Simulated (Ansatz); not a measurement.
# Two inputs for SiO₂

Cell: a Materials Project structure (computed, not necessarily an observed phase), atoms as given.

Space group I-42m (No. 121); a = 9.1596, c = 8.2312 Å.

| site | Wyckoff | site symmetry | x | y | z |
| --- | --- | --- | --- | --- | --- |
| Si | 16j | 1 | 0.7949 | 0.4372 | 0.3183 |
| O9 | 8f | .2. | 0.0000 | 0.2833 | 0.0000 |
| O10 | 8i | ..m | 0.8546 | 0.1454 | 0.7713 |
| O11 | 16j | 1 | 0.9302 | 0.3231 | 0.3076 |

One atom of each set is listed; the run and its k-mesh use a cell of 24 atoms with edges of 7.67, 7.67, 7.67 Å.

Reference run. All values are calculated (Ansatz; DFT, PBE, plane waves and PAW, scalar-relativistic, 420 eV cutoff, Γ-centred 4×4×4 k-points, Fermi–Dirac smearing 0.02 eV), not measured.

(1) The input is changed as follows: `basis.ecutrho_ratio`: not typed → 9; `scf.mixing.preconditioner`: not typed → resta. What happens to V_zz (10²¹ V/m²) and η?

## Answers

(1) 

```
site  V_zz reference  η reference  V_zz changed  η changed
  Si            1.17         0.98          1.17       0.98
  O9           10.13         0.02         10.13       0.02
 O10            9.05         0.31          9.06       0.31
 O11            8.91         0.24          8.92       0.24
```

No V_zz moves by more than 0.01. SCF iterations: 7 and 7. New warnings: xc potential rough in thin density.

On the reference run: At this cell the principal stresses reach 5 GPa in size with PBE, which can matter for small gradients. The largest force is 0.4 eV/Å, so the atoms aren't at the calculated equilibrium and relaxing them would move these values.
